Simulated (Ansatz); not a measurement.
## Step by step: Ru, atoms shaken at random, then relaxed with the cell

Computed with DFT, PBEsol, all-electron LAPW, scalar-relativistic in Ansatz 0.2.0.

Command: `ansatz run input.yaml --threads 1 --pin off --max-ram 2048MiB --backend cpu --events-out ev --progress --plain --runs-dir out` The run took 4.5 min on 1 thread of Arm Neoverse V1, with other jobs on the host, peak memory 0.72 GiB.

```yaml
crystal:
  lattice:
    - [2.7058, 0.0, 0.0]
    - [-1.3529, 2.3432915376, 0.0]
    - [0.0, 0.0, 4.2819]
  atoms:
    - { symbol: Ru, position: [0.3272430433, 0.6845396667, 0.25908842] }
    - { symbol: Ru, position: [0.6885344967, 0.3497413733, 0.75204758] }
kpoints:
  mp_grid: { grid: [9, 9, 5] }
scf:
  occupations: { method: fermi_dirac, width: 0.05 }
hamiltonian:
  xc: pbesol
  pseudopotentials: { kind: all_electron, lapw: { basis_error: 0.001 } }
output:
  forces: true
  stress: true
relax:
  f_tol: 0.01
  max_steps: 80
  cell: {}
```

The geometry is COD entry 9017842, unchecked; take it as a test cell. The listed cell was then made from it by scaling, straining or moving an atom.

Each frame lists the cell vectors (Å), then Cartesian positions (Å) and forces (eV/Å). Free energies count from the first step, -246466.0348 eV.

The walk took 6 evaluations in all; steps that aren't listed are left out.

Step 1: E = 0.0 meV, P = -6.08 GPa

```
cell 2.7058 0.0000 0.0000 -1.3529 2.3433 0.0000 0.0000 0.0000 4.2819
Ru   -0.0407    1.6041    1.1094     0.528  -0.016  -0.373
Ru    1.3899    0.8195    3.2202    -0.528   0.016   0.373
```

Step 2: E = -6.4 meV, P = 9.07 GPa

```
cell 2.6655 0.0112 0.0080 -1.3231 2.3062 -0.0047 0.0126 -0.0012 4.2181
Ru    0.0307    1.5760    1.0747    -0.383   0.087   0.103
Ru    1.3212    0.8195    3.1937     0.383  -0.087  -0.103
```

Step 3: E = -36.0 meV, P = -0.33 GPa

```
cell 2.6902 -0.0024 -0.0010 -1.3472 2.3313 0.0005 -0.0015 0.0000 4.2517
Ru   -0.0026    1.5932    1.0865    -0.002   0.003   0.001
Ru    1.3403    0.8155    3.2120     0.002  -0.003  -0.001
```

(1) How does the relaxation end?

Results:

(1) It converges, with a = 2.688 Å, b = 2.688 Å, c = 4.254 Å, α = 90.00°, β = 90.00°, γ = 120.00° (conventional cell, space group P6_3/mmc). The last solve (on a basis chosen afresh for the final cell, so its energy is not quite comparable) gives E = -36.1 meV, P = 0.00 GPa:
```
cell 2.6882 0.0000 0.0000 -1.3441 2.3280 0.0000 0.0000 0.0000 4.2543
Ru   -0.0018    1.5919    1.0873     0.000   0.000   0.000
Ru    1.3422    0.8159    3.2144     0.000   0.000   0.000
```
